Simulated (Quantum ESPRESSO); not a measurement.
Runs of Quantum ESPRESSO 7.5 on PtS2. It takes space group P-3m1 (No. 164, trigonal). The conventional cell has a = 3.543 Å, b = 3.543 Å, c = 5.039 Å, α = 90.00°, β = 90.00°, γ = 120.00°. Around Pt (site symmetry -3m) lie 6 S at 2.34 Å. S (site symmetry 3m) has 3 Pt at 2.34 Å as nearest neighbours. 

```tsv
level	potentials or basis	form of the LDA correlation	pressure (GPa)	largest force (eV/Å)
PBE	GBRV 1.5 PBE	-	11.3	(a)
BLYP	GBRV 1.5 PBE	-	19.3	1.86
PBEsol	GBRV 1.5 PBEsol	-	6.0	(c)
LDA	GBRV 1.5 LDA	PZ81	3.4	0.81
AM05	GBRV 1.5 PBE	-	6.1	0.80
WC	GBRV 1.5 PBE	-	(b)	1.08
```

Alike in all rows: task dielectric tensor; no spin polarisation; cell as given; k mesh 8 × 8 × 4, shifted; cutoff (eV) 612; smearing fermi-dirac 0.05 eV.

Question: Fill in the values left out.

Answer: (a) 1.25; (b) 7.1; (c) 0.94.

Caveats: the cell is more than 3 GPa from zero pressure, which shifts response properties; the potentials were made for another functional, which shifts forces and pressure (some runs); forces of over 1 eV/Å show positions far from the minimum, so gaps and moduli don't describe the material at rest (some runs).
